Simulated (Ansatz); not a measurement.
The system is PbS.

```xyz
2
Lattice="3.6537 0.0000 0.0000 0.0000 3.6537 0.0000 0.0000 0.0000 3.6537" Properties=species:S:1:pos:R:3 pbc="T T T"
Pb    0.0000    0.0000    0.0000
S     1.8268    1.8268    1.8268
```

Measurements of this composition are mostly on another form, of space group No. 225.

Program: Ansatz 0.2.0. Alike in all runs: potentials or basis Ansatz PAW; cell as given.

**Question.** Order these runs on this cell by their pressure, lowest first.
A. level BLYP; spin off; k mesh 7 × 7 × 7; cutoff (eV) 420; smearing fermi-dirac 0.05 eV; points for each segment of the path 14
B. level RPBE; spin off; k mesh 7 × 7 × 7; cutoff (eV) 420; smearing fermi-dirac 0.05 eV; points for each segment of the path 14
C. level PBEsol; spin SOC, no magnetisation; k mesh 5 × 5 × 5; cutoff (eV) 420; smearing fermi-dirac 0.05 eV; points for each segment of the path 14
D. level PBE; spin off; k mesh 7 × 7 × 7; cutoff (eV) 420; smearing gaussian 0.018 eV
E. level r2SCAN; spin SOC, no magnetisation; k mesh 5 × 5 × 5; cutoff (eV) 500; smearing fermi-dirac 0.05 eV; points for each segment of the path 14

**Answer.** C (-4.2 GPa), E (-1.4 GPa), D (0.3 GPa), B (2.1 GPa), A (4.4 GPa).

Caveats: the PAW data sets come from PBE, with cores solved anew for the run's functional, which leaves a small shift of forces and pressure (some runs).
